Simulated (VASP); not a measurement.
Here is a VASP 6.6.1 calculation.

The input INCAR:

```
ALGO     = Normal         # electronic algorithm
EDIFF    = 1E-7           # SCF threshold, eV
EDIFFG   = -0.005         # ionic threshold
ENCUT    = 600            # plane-wave cutoff, eV
GGA      = PS             # functional
IBRION   = 2              # ionic algorithm
ISIF     = 3              # what is computed and relaxed
ISMEAR   = 0              # smearing method
LASPH    = True           # aspherical terms in the spheres
LCHARG   = False          # write CHGCAR
LREAL    = False          # projectors in reciprocal space
LWAVE    = False          # write WAVECAR
NELM     = 80             # most SCF steps
NSW      = 90             # ionic steps
PREC     = Accurate       # precision mode
SIGMA    = 0.03           # smearing width, eV
```

The input KPOINTS:

```
k-points
0
Gamma
  12 12 12
```

File POSCAR:

```
Si                                      
1.0
   -2.3482510081      2.4403368273      1.3064086663
    2.3482510081     -2.4403368273      1.3064086663
    2.3482510081      2.4403368273     -1.3064086663
  Si            
     2
Direct
     0.8362714649038098    0.0862714649038098    0.7500000000000000
     0.1637285350961902    0.9137285350961902    0.2500000000000000
```

Potentials or basis: VASP PAW PBE potentials, release 64 (Si).

Run with:

```console
$ cat potpaw_PBE.64/Si/POTCAR > POTCAR
$ mpirun -np 1 vasp_std > vasp.out
```

**Question.** What does it give for the space group after relaxing (to 0.05 Å)?

**Answer.** Imma (No. 74).

**Question.** What does it give for the relaxed volume?

**Answer.** 14.97 Å³/atom.

Forces on the atoms (eV/Å):
```
Si   0.000  0.000  0.002
Si   0.000  0.000 -0.002
```

Caveat: the PAW data sets were made with another functional, which shifts forces and pressure a little.
